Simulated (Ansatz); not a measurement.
Relaxed bulk NbAs:

```yaml
crystal:
  lattice:
    - [-1.73674, 1.73674, 5.87458]
    - [1.73674, -1.73674, 5.87458]
    - [1.73674, 1.73674, -5.87458]
  atoms:
    - { symbol: Nb, position: [0.74890, 0.74890, 0.00000] }
    - { symbol: Nb, position: [0.49890, 0.99890, 0.50000] }
    - { symbol: As, position: [0.16710, 0.16710, 0.00000] }
    - { symbol: As, position: [0.91710, 0.41710, 0.50000] }
```

Miller indices refer to the conventional cell of I4_1md (No. 109), a = 3.473 Å, b = 3.473 Å, c = 11.749 Å, α = 90.00°, β = 90.00°, γ = 90.00°.

The (001) slab of 8 planes, 9.8 Å thick with 15 Å of vacuum as cut; outer planes Nb (top) and As (bottom).

Theory: DFT PBE, scalar-relativistic, plane waves, PAW (Ansatz). Settings: cutoff 420 eV, Γ-centred mesh 10×10×1 on the computed 8-atom cell, Gaussian smearing of 0.10 eV; no spin polarisation. A dipole correction removes the field between periodic images along c.

Results for the relaxed slab:

For the relaxed slab, the surface energy (mean of both faces) is 1.95 J/m² and the work function is 3.95 eV (top), 5.06 eV (bottom). The dipole of the slab along +c, per cell is 0.07 e·Å.

Relaxation lowers the energy by 0.057 J/m² a face; the largest move is 0.116 Å.

| plane (bottom to top) | atoms | spacing to next, bulk (Å) | relaxed (Å) | change (%) |
| --- | --- | --- | --- | --- |
| 1 | As | 0.961 | 0.985 | +2.5 |
| 2 | Nb | 1.976 | 1.979 | +0.1 |
| 3 | As | 0.961 | 0.982 | +2.1 |
| 4 | Nb | 1.976 | 1.967 | -0.4 |
| 5 | As | 0.961 | 0.972 | +1.2 |
| 6 | Nb | 1.976 | 1.995 | +1.0 |
| 7 | As | 0.961 | 0.796 | -17.1 |
| 8 | Nb |  |  |  |